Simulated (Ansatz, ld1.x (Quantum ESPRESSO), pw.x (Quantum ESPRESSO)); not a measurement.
What a changed setting does to a pw.x run (fcc Rb)

Potential: norm-conserving Troullier–Martins (Kleinman–Bylander form), ld1.x (Quantum ESPRESSO) 7.5, PBE; core [Kr], reference 5s1 5p0; waves: 5p (bound, empty): rc 3.85 bohr; 4d channel at 0.05 Ry: rc 3.50 bohr; 5s (bound): rc 3.75 bohr; local part: the s channel; core correction: a·sin(br)/r model core, default radius (core density twice the valence density).

The reference run (k-mesh 8³, cutoffs 50/200 Ry, Fermi–Dirac 0.01 Ry, mixing_beta 0.4, conv_thr 1e-9, no spin) gives -0.03 GPa at 92.108 Å³/atom, where all-electron LAPW gives -0.00 GPa. This run, with its own iteration cap, changes mixing_ndim to 4.

```
&control
  calculation='scf', prefix='x', pseudo_dir='./', outdir='./tmp', tstress=.true., disk_io='none'
/
&system
  ibrav=0, nat=1, ntyp=1, ecutwfc=50, ecutrho=200, nbnd=7,
  occupations='smearing', smearing='fd', degauss=0.01
/
&electrons
  conv_thr=1e-09, mixing_beta=0.4, electron_maxstep=70, mixing_ndim=4
/
ATOMIC_SPECIES
Rb 1.0 Rb.UPF
CELL_PARAMETERS angstrom
  0.00000000 3.58444938 3.58444938
  3.58444938 0.00000000 3.58444938
  3.58444938 3.58444938 0.00000000
ATOMIC_POSITIONS crystal
Rb 0.0000 0.0000 0.0000
K_POINTS automatic
8 8 8 0 0 0
```

```bash
pw.x < Rb.scf.in > Rb.scf.out
```

Q: How does the run end?

A: It converges in 6 iterations; the free energy moves by +0.0 meV/atom and the pressure by +0.00 GPa. The result is that of the reference run.

```
Message from routine setup:
     using ibrav=0 with symmetry is DISCOURAGED, use correct ibrav instead
     lattice parameter (alat)  =       9.5794  a.u.
     unit-cell volume          =     621.5756 (a.u.)^3
     number of electrons       =         1.00
     number of Kohn-Sham states=            7
     kinetic-energy cutoff     =      50.0000  Ry
     charge density cutoff     =     200.0000  Ry
     scf convergence threshold =      1.0E-09
     Exchange-correlation= PBE
     number of k points=    29  Fermi-Dirac smearing, width (Ry)=  0.0100
     iteration #  1     ecut=    50.00 Ry     beta= 0.40
     c_bands:  4 eigenvalues not converged
     c_bands:  3 eigenvalues not converged
     c_bands:  1 eigenvalues not converged
     [... 12 repeated lines left out ...]
     total energy              =      -0.86104777 Ry
     estimated scf accuracy    <       0.00040190 Ry
     iteration #  2     ecut=    50.00 Ry     beta= 0.40
     [... 2 repeated lines left out ...]
     total energy              =      -0.86112406 Ry
     estimated scf accuracy    <       0.00015224 Ry
     iteration #  3     ecut=    50.00 Ry     beta= 0.40
     [... 1 repeated lines left out ...]
     total energy              =      -0.86112976 Ry
     estimated scf accuracy    <       0.00000003 Ry
     iteration #  4     ecut=    50.00 Ry     beta= 0.40
     [... 1 repeated lines left out ...]
     total energy              =      -0.86113043 Ry
     estimated scf accuracy    <       0.00000003 Ry
     iteration #  5     ecut=    50.00 Ry     beta= 0.40
     [... 1 repeated lines left out ...]
     total energy              =      -0.86113045 Ry
     estimated scf accuracy    <       0.00000003 Ry
     iteration #  6     ecut=    50.00 Ry     beta= 0.40
     the Fermi energy is    -0.4560 ev
!    total energy              =      -0.86113045 Ry
     estimated scf accuracy    <          3.6E-10 Ry
     smearing contrib. (-TS)   =      -0.00413945 Ry
     The total energy is F=E-TS. E is the sum of the following terms:
     one-electron contribution =       0.25084971 Ry
     hartree contribution      =       0.00136004 Ry
     xc contribution           =      -0.77076600 Ry
     ewald contribution        =      -0.33843476 Ry
     convergence has been achieved in   6 iterations
          total   stress  (Ry/bohr**3)                   (kbar)     P=       -0.31
     Message from routine punch:
     Nothing written, as per user request (disk_io='none')
```

The run took about 16 s on one core of a shared host (Neoverse-V1, 64 threads, 495 GiB, load 18).
